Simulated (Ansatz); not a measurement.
# Sn: the cost of one run

Computed with Ansatz 0.2.0 (DFT PBE, scalar-relativistic, plane waves, PAW, unless a step's input says otherwise).

## 1. Starting point

It takes space group I4/mmm (No. 139, tetragonal). The conventional cell has a = 3.481 Å, b = 3.481 Å, c = 4.619 Å, α = 90.00°, β = 90.00°, γ = 90.00°. Sn (site symmetry 4/mmm) is surrounded by 12 Sn at 3.38 to 3.48 Å.

Coordinates:

```
CELL_PARAMETERS angstrom
-1.74054 1.74054 2.30932
1.74054 -1.74054 2.30932
1.74054 1.74054 -2.30932
ATOMIC_POSITIONS crystal
Sn 0.00000 0.00000 0.00000
```

This cell was relaxed beforehand with the same method: volume 27.98 Å³/atom, gap on the mesh none (metal).

Reference energy of this cell: -6024.1510 eV (1 atoms, 18×18×18 mesh, zero smearing).

## 2. The random packing

16 Sn were thrown into a skewed cell at random, at 1.12 times a reference volume of the solid, and pushed apart as soft spheres.

The cell holds 16 Sn: a = 8.072 Å, b = 7.823 Å, c = 8.016 Å, α = 93.07°, β = 97.26°, γ = 90.70°.

## 3. Dynamics at 900 K

The cutoff is lowered while the worst contacts of the packing are taken out. One k point, a Fermi-Dirac width of 0.078 eV and a fixed cell.

input.yaml reads:

```yaml
crystal:
  lattice:
    - [8.055981, -0.055309, -0.510063]
    - [-0.055309, 7.819387, -0.213999]
    - [-0.510063, -0.213999, 7.997109]
  atoms:
    - { symbol: Sn, position: [0.1181544502, 0.2991890479, 0.4437488303] }
    - { symbol: Sn, position: [0.9949213793, 0.3639777024, 0.8611026627] }
    - { symbol: Sn, position: [0.5390488529, 0.2897129955, 0.4315440579] }
    - { symbol: Sn, position: [0.7816288223, 0.6622090455, 0.7865411887] }
    - { symbol: Sn, position: [0.9042070544, 0.7646953431, 0.1207829965] }
    - { symbol: Sn, position: [0.4816973672, 0.8488066702, 0.8714936858] }
    - { symbol: Sn, position: [0.0353128042, 0.8923488625, 0.694314194] }
    - { symbol: Sn, position: [0.532104603, 0.7129072855, 0.5143006313] }
    - { symbol: Sn, position: [0.2793555672, 0.2077601848, 0.0923381653] }
    - { symbol: Sn, position: [0.2454260076, 0.9746821665, 0.3809934773] }
    - { symbol: Sn, position: [0.5007240032, 0.1912548157, 0.7965956562] }
    - { symbol: Sn, position: [0.3529151366, 0.5054377649, 0.7368826856] }
    - { symbol: Sn, position: [0.9060025618, 0.1272761847, 0.1259349999] }
    - { symbol: Sn, position: [0.8380687273, 0.5082639285, 0.4699364446] }
    - { symbol: Sn, position: [0.616491628, 0.5522237454, 0.1252398051] }
    - { symbol: Sn, position: [0.2196622249, 0.6202699053, 0.3061262243] }
  symmetry: { detect: false }
basis:
  ecutwfc: 320
  xc_grid: 1
kpoints:
  mp_grid: { grid: [1, 1, 1], shift: [0.25, 0.25, 0.25] }
hamiltonian:
  xc: pbe
scf:
  occupations: { method: fermi_dirac, width: 0.0776 }
  lower_state_search: "off"
  convergence: { dr2_threshold: 1.0e-05 }
output:
  forces: true
  stress: true
md:
  timestep: 3.0
  n_steps: 24
  ensemble: nvt_langevin
  friction: 0.03
  temperature: 900.0
  initial_velocities: maxwell_boltzmann
  seed: 94666
```

Started as:

```console
$ ansatz run input.yaml --threads 2 --pin off --max-ram 5120MiB --backend cpu --events-out ev --progress --plain --runs-dir out
```

Q: Estimate wall time and peak memory on 2 threads of Intel Xeon at 2.50GHz (Skylake/Cascade Lake), shared host.

About 2.2 min, with a peak of 0.57 GiB.
